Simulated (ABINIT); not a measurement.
Runs of ABINIT 10.8.3 (patched build) on SiNi3. The structure is cubic, space group Pm-3m (No. 221). The conventional cell has a = 3.542 Å, b = 3.542 Å, c = 3.542 Å, α = 90.00°, β = 90.00°, γ = 90.00°. Around Ni (site symmetry 4/mmm) lie 8 Ni at 2.50 Å and 4 Si at 2.50 Å. Around Si (site symmetry m-3m) lie 12 Ni at 2.50 Å. 

```tsv
smearing	gap on the mesh (eV)	pressure (GPa)	moment (μB)
cold-b (ABINIT) 0.2 eV	none	-5.6	0.00
methfessel-paxton 0.2 eV	none	-5.6	0.00
cold (ABINIT) 0.2 eV	none	-5.6	0.00
gaussian 0.2 eV	none	-5.5	0.00
fermi-dirac 0.2 eV	none	(a)	0.00
```

Alike in all rows: task single point; level PBE; potentials or basis JTH PAW PBE v2.0; spin collinear, ferromagnetic start; cell as given; k mesh 5 × 5 × 5; cutoff (eV) 1116.

**Question.** Fill in the values left out.

**Answer.** (a) -4.6.

Caveats: small starting moments can end in a higher magnetic state in this program.

A gap of «none» marks a metal or a gap under the smearing width.
